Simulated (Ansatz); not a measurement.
**Structure types of Mo at a series of pressures**

All-electron LAPW in Ansatz 0.2.0 under PBE, scalar-relativistic, energies extrapolated to zero smearing, no spin–orbit coupling; spin polarisation is left out. At each pressure a set of structure types was relaxed with symmetry kept. The table gives H = E + pV above the lowest type of that row in meV/atom (up to 5 of noise); a dash means not tried or turned into another type. Real phases may be missing from the set: fcc wasn't tried throughout, and may lie lower. k spacings are near 0.17 to 0.21 Å⁻¹, smearing 0.05 to 0.1 eV.

Among hcp, bcc, omega, beta tin, diamond, sc, which leads at -1.3, 31, 100, 200, 380, 730, 1200 GPa?

bcc at -1.3 GPa; bcc at 31 GPa; bcc at 100 GPa; bcc at 200 GPa; bcc at 380 GPa; hcp at 730 GPa; hcp at 1200 GPa.

```csv
p (GPa),V of the lowest (Å³/atom),hcp,bcc,omega,beta tin,diamond,sc
-1.3,15.88,437,0,406,830,–,1154
31,14.33,480,0,455,1000,3326,–
100,12.46,482,0,498,–,4846,1824
200,10.92,426,0,–,1356,–,2190
380,9.37,281,0,457,–,8390,–
730,7.64,0,22,278,1810,11546,–
1200,6.54,0,312,437,2573,15480,–
```
